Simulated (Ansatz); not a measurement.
**WSe2: a strain scan**

Aim: for WSe2, see how energy and stress answer to the strain pattern (0, 0, 0, 0, 0, 1).

Program: Ansatz 0.2.0. Level of theory: DFT PBEsol+D3(BJ), scalar-relativistic, plane waves, PAW. These are calculated values, not measurements.

## 1. Starting point

The structure is hexagonal, space group P-6m2 (No. 187). Conventional cell: a = 3.318 Å, b = 3.318 Å, c = 16.658 Å, α = 90.00°, β = 90.00°, γ = 120.00°. W (site symmetry -6m2) has 6 Se at 2.54 Å in its first shell of neighbours. Se (site symmetry 3m) has 3 W at 2.54 Å in its first shell of neighbours.

Structure file:

```cif
data_structure
_symmetry_space_group_name_H-M 'P-6m2'
_symmetry_Int_Tables_number 187
_cell_length_a 3.3179
_cell_length_b 3.3179
_cell_length_c 16.6581
_cell_angle_alpha 90.000
_cell_angle_beta 90.000
_cell_angle_gamma 120.000
_cell_volume 158.82
loop_
_atom_site_label
_atom_site_type_symbol
_atom_site_symmetry_multiplicity
_atom_site_Wyckoff_symbol
_atom_site_fract_x
_atom_site_fract_y
_atom_site_fract_z
_atom_site_occupancy
W1 W 1 a 0.00000 0.00000 0.00000 1
Se1 Se 2 h 0.33333 0.66667 0.09979 1
```

It goes back to an entry of the Materials Project, which need not be the stable form.

No relaxation comes first: the listed cell is the starting point.

## 2. The scan: a strain scan

The cell is strained by ε times the Voigt pattern (0, 0, 0, 0, 0, 1) (xx, yy, zz, yz, xz, xy; engineering shear), with fractional coordinates fixed (clamped ions). The stress on the pattern is the sum of the stress components weighted by it, tension positive.

## 3. At ε = -0.1000

input.yaml

```yaml
crystal:
  lattice:
    - [3.3179375931, -0.1658968796, 0.0]
    - [-1.8026397088, 2.9563666836, 0.0]
    - [0.0, 0.0, 16.65814242]
  atoms:
    - { symbol: W, position: [0.0, 0.0, 0.0] }
    - { symbol: Se, position: [0.3333333333, 0.6666666667, 0.09978652] }
    - { symbol: Se, position: [0.3333333333, 0.6666666667, 0.90021348] }
basis:
  ecutwfc: 420
kpoints:
  mp_grid: { grid: [12, 12, 2] }
hamiltonian:
  xc: pbesol
  dispersion: d3bj
scf:
  occupations: { method: gaussian, width: 0.05 }
output:
  forces: true
  stress: true
  eigenvalues: true
```

The run is started by

```console
$ ansatz run input.yaml --threads 1 --pin off --max-ram 2560MiB --backend cpu --events-out ev --progress --plain --runs-dir out
```

## 4. At ε = 0.0750

Edit input.yaml of step 3 so:

```diff
@@ -2,4 +2,4 @@
   lattice:
-    - [3.3179375931, -0.1658968796, 0.0]
-    - [-1.8026397088, 2.9563666836, 0.0]
+    - [3.3179375931, 0.1244226598, 0.0]
+    - [-1.5512156124, 2.8112069139, 0.0]
     - [0.0, 0.0, 16.65814242]
```

## 5. Point ε = -0.0500

Edit input.yaml of step 4 so:

```diff
@@ -2,4 +2,4 @@
   lattice:
-    - [3.3179375931, 0.1244226598, 0.0]
-    - [-1.5512156124, 2.8112069139, 0.0]
+    - [3.3179375931, -0.0829484398, 0.0]
+    - [-1.7308042527, 2.9148924637, 0.0]
     - [0.0, 0.0, 16.65814242]
```

## 6. At ε = 0.0250

Edit input.yaml of step 5 so:

```diff
@@ -2,4 +2,4 @@
   lattice:
-    - [3.3179375931, -0.0829484398, 0.0]
-    - [-1.7308042527, 2.9148924637, 0.0]
+    - [3.3179375931, 0.0414742199, 0.0]
+    - [-1.6230510685, 2.8526811338, 0.0]
     - [0.0, 0.0, 16.65814242]
```

## 7. ε = 0.0875

Edit input.yaml of step 6 so:

```diff
@@ -2,4 +2,4 @@
   lattice:
-    - [3.3179375931, 0.0414742199, 0.0]
-    - [-1.6230510685, 2.8526811338, 0.0]
+    - [3.3179375931, 0.1451597697, 0.0]
+    - [-1.5332567484, 2.8008383589, 0.0]
     - [0.0, 0.0, 16.65814242]
```

## 8. Point ε = 0.0625

Edit input.yaml of step 7 so:

```diff
@@ -2,4 +2,4 @@
   lattice:
-    - [3.3179375931, 0.1451597697, 0.0]
-    - [-1.5332567484, 2.8008383589, 0.0]
+    - [3.3179375931, 0.1036855498, 0.0]
+    - [-1.5691744765, 2.8215754689, 0.0]
     - [0.0, 0.0, 16.65814242]
```

## 9. At ε = 0.0375

Edit input.yaml of step 8 so:

```diff
@@ -2,4 +2,4 @@
   lattice:
-    - [3.3179375931, 0.1036855498, 0.0]
-    - [-1.5691744765, 2.8215754689, 0.0]
+    - [3.3179375931, 0.0622113299, 0.0]
+    - [-1.6050922045, 2.8423125788, 0.0]
     - [0.0, 0.0, 16.65814242]
```

## 10. ε = 0.0125

Edit input.yaml of step 9 so:

```diff
@@ -2,4 +2,4 @@
   lattice:
-    - [3.3179375931, 0.0622113299, 0.0]
-    - [-1.6050922045, 2.8423125788, 0.0]
+    - [3.3179375931, 0.02073711, 0.0]
+    - [-1.6410099326, 2.8630496888, 0.0]
     - [0.0, 0.0, 16.65814242]
```

(Steps that only read results are left out.)

Before running it: what results should come out? Wanted: slope of the stress at ε = 0, from the points at -0.0500, 0 and 0.0125.

**Answer**, as computed:

| quantity | value |
| --- | --- |
| slope of the stress at ε = 0, from the points at -0.0500, 0 and 0.0125 | 31 GPa |

From the stress slope, C66 is about 31 GPa with the ions clamped; letting the atoms relax could not make it stiffer. The step is wide, so higher orders mix in. The reference stands under -1.7 GPa, so this is no zero-stress constant. No sampled point lies below the undisturbed cell. The gap on the mesh stays between 1.49 and 1.52 eV. These runs have no spin-orbit coupling; with W it would split and shift bands.
